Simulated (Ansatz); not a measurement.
Set up this calculation in Ansatz 0.2.0, as the native input.

- Task: band structure
- Functional: PBE0
- Potentials or basis: Ansatz PAW
- Cutoff: 420 eV (not typed: the program's choice for these potentials)
- k mesh: 4 × 4 × 4
- Occupations: fermi-dirac, width 0.05 eV
- Spin: no spin polarisation
- Path: [["G", "X", "W", "K", "G", "L", "U", "W", "L", "K"], ["U", "X"]]
- Points for each segment of the path: 4

The system is MgSe.

```xyz
2
Lattice="0.0000 2.7255 2.7255 2.7255 0.0000 2.7255 2.7255 2.7255 0.0000" Properties=species:S:1:pos:R:3 pbc="T T T"
Se    2.7255    2.7255    2.7255
Mg    0.0000    0.0000    0.0000
```

One way to write it, as run:

input

```
crystal:
  lattice:
    - [0.0, 2.7255, 2.7255]
    - [2.7255, 0.0, 2.7255]
    - [2.7255, 2.7255, 0.0]
  atoms:
    - { symbol: Se, position: [0.5, 0.5, 0.5] }
    - { symbol: Mg, position: [0.0, 0.0, 0.0] }
hamiltonian:
  xc: pbe0
  pseudopotentials: { kind: paw }
kpoints:
  mp_grid: { grid: [4, 4, 4] }
  band_path:
    path:
      - [[0.0, 0.0, 0.0], [0.5, 0.0, 0.5], [0.5, 0.25, 0.75], [0.375, 0.375, 0.75], [0.0, 0.0, 0.0], [0.5, 0.5, 0.5], [0.625, 0.25, 0.625], [0.5, 0.25, 0.75], [0.5, 0.5, 0.5], [0.375, 0.375, 0.75]]
      - [[0.625, 0.25, 0.625], [0.5, 0.0, 0.5]]
    npoints: 4
scf:
  occupations: { method: fermi_dirac, width: 0.05 }
  n_extra_bands: 6
output:
  forces: true
  stress: true
  eigenvalues: true
  fatbands: false
  write_density: true
  write_potential: true
  elf: true
  volumetric_format: npy
```

It gave:

| Item | Value |
| --- | --- |
| Pressure | 1.0 GPa |
| Band gap on the k mesh | 3.39 eV, indirect (least direct gap 4.32 eV) |
| Band gap along the path | 3.39 eV, indirect (least direct gap 4.32 eV) |

Caveat: the k mesh is coarse (spacing up to 0.50 Å⁻¹), so the values aren't converged, least of all with exact exchange; the PAW data sets come from PBE, with cores solved anew for the run's functional, which leaves a small shift of forces and pressure; the thresholds are loose for stress.

Run time: 27 s on 1 × NVIDIA H100 80GB HBM3 with 2 threads of AMD EPYC 7R13 Processor (Zen 3), with other jobs on the host, peak memory 1.4 GiB.
